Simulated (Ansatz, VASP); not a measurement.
# InP in two plane-wave programs, part 2 of 2

Aim: how closely do two programs agree when they are given the same cell, functional and k mesh? The cell is taken from a series of VASP runs on this material, whose earlier steps may have relaxed, scaled or displaced it; both programs get it as it stands.

VASP 6.6.1 and Ansatz 0.2.0.

So far: The starting structure; VASP: relaxation of cell and atoms, r2SCAN with rVV10.

### Step 3. Ansatz: relaxation of cell and atoms, r2SCAN with rVV10

Level of this step: Ansatz beside VASP: Kohn-Sham DFT, plane waves, r2SCAN with rVV10 (Ansatz).

Ansatz runs on its default PAW (the set named soft_2) files.

The same cell, functional, mesh and smearing now go to Ansatz, which takes its cutoff from its data sets.

File input.yaml:

```yaml
crystal:
  lattice:
    - [0.0, 2.9426050232, 2.9426050232]
    - [2.9426050232, 0.0, 2.9426050232]
    - [2.9426050232, 2.9426050232, 0.0]
  atoms:
    - { symbol: In, position: [0.0, 0.0, 0.0] }
    - { symbol: P, position: [0.75, 0.75, 0.75] }
hamiltonian:
  xc: r2scan
  pseudopotentials: { kind: paw }
  dispersion: rvv10
kpoints:
  mp_grid: { grid: [6, 6, 6] }
scf:
  occupations: { method: gaussian, width: 0.03 }
relax:
  f_tol: 0.01
  max_steps: 60
  cell: { stress_tol: 0.05 }
output:
  forces: true
  stress: true
  write_density: true
  write_potential: true
  elf: true
  volumetric_format: npy
```

Started as:

```sh
ansatz run input.yaml --threads 4 --pin off --max-ram 9216MiB --backend cpu --events-out ev --progress --plain --runs-dir out
```

Numbers of over 12 decimals in the logs are rounded to 6 here.

What it wrote:

```text
Engine: ansatz 0.2.0, aarch64-unknown-linux-gnu
Pseudopotentials: kind: paw
Pseudopotential: In, paw, valence charge 13, recommended cutoff 500 eV (meta_gga), In.paw.azcp
Pseudopotential: P, paw, valence charge 5, recommended cutoff 500 eV (meta_gga), P.paw.azcp
Functional definition: r2SCAN+rVV10
  parameter k0 = 0.174
  parameter k1 = 0.065
  parameter a1 = 4.9479
  exchange = r2scan_x(k0 = k0, k1 = k1, a1 = a1)
  correlation = r2scan_c + rvv10(11.95, 0.0093)
Crystal: 2 atoms, lattice volume = 50.960 Å³
Basis set: ecut = 500 eV, 1291 PW (Γ), exchange–correlation on 144×144×144 points (64 copies of the dense FFT grid, shifted against one another)
Bands: 13, of which v1, the nominal top of the filled ones, is band 9 counted from 1 (8 counted from 0)
Symmetry: 24 space group operations
Space group: F-43m (ITA 216), of the structure as read, at distance tolerance 3.7e-5 Å
k-points: 16 of 216 (time reversal used)
Non-local potential: In, projectors of the file, l = 0: 2, l = 1: 2, l = 2: 2, l = 3: 2
Non-local potential: P, projectors of the file, l = 0: 2, l = 1: 2, l = 2: 2
PAW form: soft (Blöchl's): semilocal exchange-correlation on the pseudo side does not see the compensation charge
rVV10 density: all electrons in the spheres
PAW frozen core: In, regenerated for the run's functional (the file was generated under x = pbe(κ = 0.804, μ = 0.219515), c = pbe(β = 0.066725))
PAW frozen core: P, regenerated for the run's functional (the file was generated under x = pbe(κ = 0.804, μ = 0.219515), c = pbe(β = 0.066725))
PAW one-centre angular grid: In, 590 points (default); XC on 289 of its mesh's 2783 points in the sphere
PAW one-centre angular grid: P, 302 points (default); XC on 160 Gauss nodes
Initial density: superposition of atomic densities (neutral atoms: chi_scale 0, normalization atom), corrected by the library's trained network
Initial wavefunctions: pseudopotential atomic-orbital guess
Functional: x = r2scan, c = r2scan + rvv10(b = 11.95, C = 0.0093); τ floored in thin density (d = 2e-4 eV/Å³)
SCF iter   1: F=—  HF=-6369.300485 eV  |F-HF|=—  |Δ(HF+E_count)|=         —  Δρ=6.93e-3  dr2=2.06e-2  dr2_τ=1.05e-2  ethr=1.77e-3  ⟨swp⟩=6.2  Hψ=1433  notcnv=0
preconditioner: auto → none  [insulator: Δε(μ)=0.996 eV  Ē_g=15.463 eV  σ=0.030 eV  W_gap=1.00  n_scr=14 (ndim 8)  ℏωp=22.1 eV  f_vac=0.022  D(μ)=0.00/eV (n_scr^D=0)  ε∞_Penn≈3.0]
SCF iter   2: F=—  HF=-6369.307071 eV  |F-HF|=—  |Δ(HF+E_count)|=   6.59e-3  Δρ=1.87e-3  dr2=2.29e-3  dr2_τ=1.25e-4  ethr=1.15e-4  ⟨swp⟩=3.0  Hψ=596  notcnv=0
SCF iter   3: F=—  HF=-6369.306922 eV  |F-HF|=—  |Δ(HF+E_count)|=   1.49e-4  Δρ=1.13e-3  dr2=4.09e-4  dr2_τ=1.09e-5  ethr=1.27e-5  ⟨swp⟩=3.0  Hψ=364  notcnv=0
SCF iter   4: F=—  HF=-6369.307003 eV  |F-HF|=—  |Δ(HF+E_count)|=   8.10e-5  Δρ=3.77e-4  dr2=4.57e-5  dr2_τ=8.27e-7  ethr=2.27e-6  ⟨swp⟩=1.5  Hψ=232  notcnv=0
SCF iter   5: F=—  HF=-6369.307005 eV  |F-HF|=—  |Δ(HF+E_count)|=   1.84e-6  Δρ=5.58e-5  dr2=1.36e-6  dr2_τ=4.19e-8  ethr=2.54e-7  ⟨swp⟩=2.1  Hψ=271  notcnv=0
SCF iter   6: F=-6369.307005 eV  HF=-6369.307005 eV  |F-HF|=3.13e-9  |Δ(HF+E_count)|=   1.65e-7  Δρ=1.23e-5  dr2=5.29e-8  dr2_τ=1.00e-9  ethr=5.56e-10  ⟨swp⟩=9.9  Hψ=1534  notcnv=0
SCF 1 converged in 6 iterations: F = -6369.307005 eV  dr2 = 5.29e-8
  greatest PAW one-centre occupation: 0.981 electrons in one spin orbital (limit 2), on the In atom at site 0 (counted from 0), in its partial waves of l = 2
relax step   1: F+E_penalty+E_count = -6369.30700509 eV  Δ(F+E_penalty+E_count) = +0.000e0 eV  max|allowed force component| = 2.776e-16 eV/Å  Δτ_max = 0.0000 Å  P = +0.025 GPa  Ω = 50.960 Å³  (6 SCF iters, dr2 threshold 1.00e-7 eV, accepted)
rVV10 density: all electrons in the spheres
Initial density: handed on by an earlier stage of this run
Initial wavefunctions: pseudopotential atomic-orbital guess (no wavefunctions were taken with the density)
iter 1 solved again at ethr=1.32e-6 eV; its pass at ethr=3.10e-3 eV (dr2=2.37e-4 eV) is discarded
SCF iter   1: F=—  HF=-6369.307005 eV  |F-HF|=—  |Δ(HF+E_count)|=         —  Δρ=1.02e-5  dr2=3.99e-8  dr2_τ=1.32e-9  ethr=1.32e-6  ⟨swp⟩=2.9  Hψ=1952  notcnv=0
eigensolver tolerance schedule: the retry pair's looser diagonalisation over-reported the residual by 5946.27 of it (diagonalisation noise at an unbounded share of the residual, at the tolerance the schedule requests for it); recorded, not acted on — ethr = c·dr2/N_el stays at c = 1.0e-1
preconditioner: auto → none  [insulator: Δε(μ)=1.061 eV  Ē_g=15.387 eV  σ=0.030 eV  W_gap=1.00  n_scr=14 (ndim 8)  ℏωp=22.1 eV  f_vac=0.011  D(μ)=0.00/eV (n_scr^D=0)  ε∞_Penn≈3.1]
SCF iter   2: F=—  HF=-6369.307005 eV  |F-HF|=—  |Δ(HF+E_count)|=   2.32e-7  Δρ=6.12e-6  dr2=1.17e-8  dr2_τ=3.07e-10  ethr=2.22e-10  ⟨swp⟩=3.3  Hψ=489  notcnv=0
SCF iter   3: F=—  HF=-6369.307005 eV  |F-HF|=—  |Δ(HF+E_count)|=   4.89e-9  Δρ=2.33e-6  dr2=2.91e-9  dr2_τ=2.79e-10  ethr=6.50e-11  ⟨swp⟩=2.0  Hψ=352  notcnv=0
SCF iter   4: F=—  HF=-6369.307005 eV  |F-HF|=—  |Δ(HF+E_count)|=  9.35e-10  Δρ=6.18e-7  dr2=1.22e-10  dr2_τ=2.14e-11  ethr=1.62e-11  ⟨swp⟩=3.0  Hψ=353  notcnv=0
SCF iter   5: F=—  HF=-6369.307005 eV  |F-HF|=—  |Δ(HF+E_count)|=  2.46e-11  Δρ=3.22e-7  dr2=4.03e-11  dr2_τ=1.97e-12  ethr=1.00e-12  ⟨swp⟩=7.9  Hψ=1240  notcnv=0
SCF iter   6: F=-6369.307005 eV  HF=-6369.307005 eV  |F-HF|=0.00e0  |Δ(HF+E_count)|=  9.09e-12  Δρ=3.37e-8  dr2=3.64e-13  dr2_τ=6.20e-14  ethr=1.00e-12  ⟨swp⟩=6.0  Hψ=882  notcnv=0
SCF 2 converged in 6 iterations: F = -6369.307005 eV  dr2 = 3.64e-13
relax step   2: F+E_penalty+E_count = -6369.30700510 eV  Δ(F+E_penalty+E_count) = -1.438e-8 eV  max|allowed force component| = 2.405e-16 eV/Å  Δτ_max = 0.0000 Å  P = +0.025 GPa  Ω = 50.960 Å³  stress off target by 2.48e-2 GPa  SCF on the basis re-selected at this cell (its energy is not comparable with the rows above)  (6 SCF iters)
basis re-selected at this cell: Δ(F+E_penalty+E_count) = -1.438e-8 eV, ΔP = +0.000 GPa vs the last step (what re-selecting the basis moved, of the pressure what is left beyond the Pulay correction that the steps carried, after the strain that the cell walked since its last selection, with what the two solves' SCF thresholds leave and, on support functions, any second-order correction that the steps lacked; it is no m [...]
SCF converged after 6 iterations
Free energy (F): -6369.307005 eV
Harris-Foulkes:  -6369.307005 eV  (|F-HF|=0.00e0)
Internal energy: -6369.307005 eV  (E = F + TS)
E sigma→0 (E₀):  -6369.307005 eV
Fermi energy:    7.183801 eV
--- Per-component energies (eV) ---
  E_band       = -64.083441
  E_kinetic    = 312.874669
  E_local      = -1406.553970  (includes V_loc(G=0)·N_el)
  E_nonlocal   = 401.426172
  E_hartree    = 555.563641
  E_xc         = -256.434811
  E_vxc        = -170.740530  (∫ρ·V_xc dr)
  E_paw        = -4761.370770  (= ΣΔE_a)
  E_vpaw       = -322.424306  (= ΣTr[D̂ρ^β])
  E_aug_tail   = 0.000008  (compensation charges beyond the density's cutoff)
  E_vtau       = 10.207227  (kinetic-family band-sum trace: ∫τ·v_τ [+ j·A + Jᵃ·Aᵃ] dr)
  E_ewald      = -1215.686647
  E_core_change = 0.874704  (= ΣΔE_core)
  E_smearing   = -0.000000  (= −TS)
  E_closure    = 0.000000  (closes the sum)
  Σ components = -6369.307005   (vs F -6369.307005, Δ=0.00e0)
--- Forces (eV/Å), atoms counted from 1 ---
  atom   1  In    -0.00000000    -0.00000000     0.00000000
  atom   2  P      0.00000000     0.00000000     0.00000000
  max |Σ_I F_I| component: 1.11e-16 eV/Å
--- Stress (GPa, compression-positive) ---
        0.024847       0.000000      -0.000000
        0.000000       0.024847       0.000000
       -0.000000       0.000000       0.024847
  P = ⅓ Tr σ = 0.0248 GPa (0.248 kbar)
--- Band table (eV; the first three rows and the last of 16) ---
  k-point 0: bands = [... 5 lower, -5.2698, 6.6526, 6.6526, 6.6526, 7.7140, 11.0598, 11.0598, 11.0598]
  k-point 1: bands = [... 5 lower, -4.9458, 4.4821, 6.3439, 6.3439, 8.7691, 11.4662, 11.5099, 11.5099]
  k-point 2: bands = [... 5 lower, -4.1148, 2.0172, 5.8608, 5.8608, 8.6110, 11.8414, 11.8414, 13.2951]
  k-point 15: bands = [... 5 lower, -2.7792, 0.9384, 3.7758, 3.8150, 10.1632, 10.5655, 13.8635, 14.1144]
--- Relaxed structure (1 steps of the walk, 1 accepted, 1 SCFs on fresh bases) ---
  F+E_penalty+E_count = -6369.30700510 eV   max|allowed force component| = 2.405e-16 eV/Å   (the final SCF, on the basis selected at the relaxed cell)
  cell:  # Å, volume = 50.9596 Å³
    - [0.0, 2.9426050232, 2.9426050232]
    - [2.9426050232, 0.0, 2.9426050232]
    - [2.9426050232, 2.9426050232, 0.0]
  atoms:
    - { symbol: In, position: [0.0, 0.0, 0.0] }
    - { symbol: P, position: [0.750000, 0.750000, 0.750000] }
```

Wall time 3.9 s (4 threads of Arm Neoverse V2, shared host); peak memory 0.54 GiB; 14 s of CPU time.

### Step 4. Differences

Known differences besides the potentials themselves: VASP keeps PBE cores, Ansatz makes them for the functional; both relaxations stop at a tolerance, which leaves soft axes loose, and VASP keeps its plane-wave basis; the cutoff is 500 eV in Ansatz and 450 eV in VASP; Ansatz adds a Pulay correction to the stress that steers its cell, VASP none. Total energies have different zeros and are not compared.

The two programs side by side:

| quantity | Ansatz | VASP | difference |
| --- | --- | --- | --- |
| volume (Å³) | 50.96 | 50.99 | -0.05 % |
| edge a after relaxation, in the typed setting (Å) | 4.162 | 4.162 | -0.02 % |

The walks stopped with 0.02 GPa left in Ansatz and 0.01 GPa in VASP; each walk ends within a tolerance, so the volume difference is uncertain by about these residues over the bulk modulus, most in soft cells.

### Step 5. VASP: relaxation of cell and atoms, HSE06

The relaxed volume is the usual yardstick between codes: its relative difference is about their pressure difference at one cell divided by the bulk modulus. The cell compared in this pair holds 52.05 Å³, against 50.96 Å³ for the pair before.

The run reads the wave functions of an earlier VASP run, which isn't shown here.

File INCAR:

```
SYSTEM = InP
PREC = Accurate
ENCUT = 450
EDIFF = 1E-06
NELM = 100
ISMEAR = 0
SIGMA = 0.03
LREAL = .FALSE.
ALGO = Normal
LHFCALC = .TRUE.
AEXX = 0.25
GGA = PE
HFSCREEN = 0.2
LASPH = .TRUE.
NBANDS = 15
PRECFOCK = Fast
LORBIT = 11
LWAVE = .FALSE.
LCHARG = .FALSE.
KPAR = 8
IBRION = 2
NSW = 50
ISIF = 3
EDIFFG = -0.006
```

File POSCAR:

```
InP
1.0
    0.0000000000      2.9634048599      2.9634048599
    2.9634048599      0.0000000000      2.9634048599
    2.9634048599      2.9634048599      0.0000000000
In P
1 1
Direct
    0.0000000000      0.0000000000      0.0000000000
    0.7500000000      0.7500000000      0.7500000000
```

File KPOINTS:

```
Automatic mesh
0
Gamma
4 4 4
0 0 0
```

Potentials, in the order of the species: In_d and P (PBE family, release 64).

Started as:

```sh
mpirun -np 8 vasp_std
```

What it wrote:

```text
[banner, memory and clock lines left out]
running    8 mpi-ranks, on    1 nodes
[...]
[... a notice as in an earlier step ...]

 LDA part: xc-table for (Slater+PW92), standard interpolation
 found WAVECAR, reading the header
 POSCAR, INCAR and KPOINTS ok, starting setup
[...]
reading WAVECAR
 the WAVECAR file was read successfully
 initial charge from wavefunction
 entering main loop
       N       E                     dE             d eps       ncg     rms          rms(c)
DAV:   1    -0.992726800792E+01   -0.99273E+01   -0.50678E-01   320   0.113E+01    0.322E+00
DAV:   2    -0.993298237452E+01   -0.57144E-02   -0.55111E-02   300   0.206E+00    0.380E+00
DAV:   3    -0.993077525360E+01    0.22071E-02   -0.54611E-03   343   0.892E-01    0.283E+00
DAV:   4    -0.993039449305E+01    0.38076E-03   -0.97959E-04   312   0.358E-01    0.178E+00
DAV:   5    -0.993035319769E+01    0.41295E-04   -0.17993E-04   319   0.159E-01    0.110E+00
DAV:   6    -0.993033553620E+01    0.17661E-04   -0.19661E-05   282   0.661E-02    0.663E-01
[...]
2 F= -.99309602E+01 E0= -.99309602E+01  d E =-.632741E-03
 trial-energy change:   -0.000633  1 .order   -0.001027   -0.005074    0.003019
 step:   0.5547(harm=  0.6270)  dis= 0.00000  next Energy=    -9.931667 (dE=-0.134E-02)
[...]
N       E                     dE             d eps       ncg     rms          rms(c)
DAV:   1    -0.994068206116E+01   -0.97223E-02   -0.25993E-01   289   0.106E+01    0.790E-01
DAV:   2    -0.993412338582E+01    0.65587E-02   -0.73869E-03   320   0.210E+00    0.353E-01
DAV:   3    -0.993201760155E+01    0.21058E-02   -0.34753E-03   324   0.131E+00    0.147E-01
DAV:   4    -0.993175155950E+01    0.26604E-03   -0.78332E-04   317   0.495E-01    0.150E-01
DAV:   5    -0.993171432219E+01    0.37237E-04   -0.12161E-04   373   0.179E-01    0.111E-01
DAV:   6    -0.993170247933E+01    0.11843E-04   -0.12712E-05   325   0.705E-02    0.662E-02
DAV:   7    -0.993169728380E+01    0.51955E-05   -0.31097E-06   282   0.295E-02    0.391E-02
DAV:   8    -0.993169508942E+01    0.21944E-05   -0.87951E-07   156   0.139E-02    0.222E-02
DAV:   9    -0.993169409042E+01    0.99900E-06   -0.60870E-07   142   0.806E-03
   3 F= -.99316941E+01 E0= -.99316941E+01  d E =-.136659E-02
[...]
reached required accuracy - stopping structural energy minimisation
```

Parts of OUTCAR (step 5):

```text
  Total       -0.0038787     -0.0038787     -0.0038787     -0.0000000     -0.0000000      0.0000000
  in kB       -0.1206736     -0.1206736     -0.1206736     -0.0000000     -0.0000000      0.0000000
  external PRESSURE =      -0.1206736 kB  Pullay stress =       0.0000000 kB

 POSITION                                       TOTAL-FORCE (eV/Angst)
 -----------------------------------------------------------------------------------
      0.00000      0.00000      0.00000         0.000000      0.000000      0.000000
      4.42936      4.42936      4.42936        -0.000000     -0.000000     -0.000000
 -----------------------------------------------------------------------------------
    total drift:                               -0.000003     -0.000004      0.000009

  FREE ENERGIE OF THE ION-ELECTRON SYSTEM (eV)
  ---------------------------------------------------
  free  energy   TOTEN  =        -9.9316940904 eV

  energy  without entropy=       -9.9316940904  energy(sigma->0) =       -9.93169409

[... 1 part as in an earlier step ...]

[... 3 further parts left out ...]
[key lines of the parts left out:]
E-fermi :   4.6730
```

### Step 6. Ansatz: relaxation of cell and atoms, HSE06

The same cell, functional, mesh and smearing now go to Ansatz, which takes its cutoff from its data sets.

The cell is taken from a series of VASP runs on this material, whose earlier steps may have relaxed, scaled or displaced it; both programs get it as it stands.

input.yaml, the sections that differ from step 3:

```yaml
crystal:
  lattice:
    - [0.0, 2.9634048599, 2.9634048599]
    - [2.9634048599, 0.0, 2.9634048599]
    - [2.9634048599, 2.9634048599, 0.0]
  atoms:
    - { symbol: In, position: [0.0, 0.0, 0.0] }
    - { symbol: P, position: [0.75, 0.75, 0.75] }
hamiltonian:
  xc: { exchange: pbe, correlation: pbe, exx: { coeff: 0.25, omega: 0.2 } }
  pseudopotentials: { kind: paw }
kpoints:
  mp_grid: { grid: [4, 4, 4] }
output:
  forces: true
  stress: true
# scf, relax: as in step 3
```

Started as:

```sh
ansatz run input.yaml --threads 4 --pin off --max-ram 9216MiB --backend cpu --events-out ev --progress --plain --runs-dir out
```

What it wrote:

```text
[...]
Crystal: 2 atoms, lattice volume = 52.048 Å³
Basis set: ecut = 420 eV, 965 PW (Γ), exchange–correlation on 60×60×60 points (8 copies of the dense FFT grid, shifted against one another)
Bands: 13, of which v1, the nominal top of the filled ones, is band 9 counted from 1 (8 counted from 0)
Symmetry: 24 space group operations
[...]
k-points: 8 of 64 (time reversal used)
[...]
guard bands above this table: 2 of the run's 13 bands. The solve was not asked for them (output.publish_guard_bands: true or output.eigenvalues: true publishes all)
--- Relaxed structure (3 steps of the walk, 3 accepted, 1 SCFs on fresh bases) ---
[...]
cell:  # Å, volume = 51.5137 Å³
    - [0, 2.953231, 2.953231]
    - [2.953231, 0, 2.953231]
    - [2.953231, 2.953231, 0]
  atoms:
    - { symbol: In, position: [0, 0, 0] }
    - { symbol: P, position: [0.750000, 0.750000, 0.750000] }
[key lines of the parts left out:]
Free energy (F): -6358.425165 eV
Fermi energy:    7.004887 eV
P = ⅓ Tr σ = -0.0043 GPa (-0.043 kbar)
```

Elapsed: 14 s, on 4 threads; peak memory 0.67 GiB; 49 s of CPU time.

### Step 7. Side by side

What differs besides the data sets and the points named for the pairs above, as far as they apply: exact exchange at q = 0 is treated differently, which shows on coarse meshes; the cutoff is 420 eV in Ansatz and 450 eV in VASP; VASP takes a coarser grid for exact exchange (PRECFOCK = Fast). Total energies have different zeros and are not compared.

The two programs side by side:

| quantity | Ansatz | VASP | difference |
| --- | --- | --- | --- |
| volume (Å³) | 51.51 | 51.50 | +0.03 % |
| edge a after relaxation, in the typed setting (Å) | 4.176 | 4.176 | +0.01 % |

VASP's last cycles still show a density residual of 2e-03, so its state may not be settled. The walks stopped with 0.00 GPa left in Ansatz and -0.01 GPa in VASP; each walk ends within a tolerance, so the volume difference is uncertain by about these residues over the bulk modulus, most in soft cells.

### Step 8. Outcome

```yaml
difference_in_volume_relaxation_of_cell_and_atoms_r2scan_with_rvv10: -0.053 %
difference_in_volume_relaxation_of_cell_and_atoms_hse06: 0.033 %
```

The difference in volume is -0.053 % (relaxation of cell and atoms, r2SCAN with rVV10), within the 1.2 % picked in this series as the mark of a large difference, as far as the stopping tolerances let one tell. Such differences can come from data sets, numerical settings and the points named under the comparisons, not from the functional's error against experiment.

[Lines on the potential files, build, host, timing and source positions are cut from VASP's logs without a mark.]

[Logs are printed without paths, hosts, clocks, repeated set-up lines and the standing remarks that a program may print on its own settings, such as how far it seeks lower states.]

[Hosts, paths, dates, database ids (printed as entryN), source tags and the programs' standing remarks are cut or masked in the printed files.]
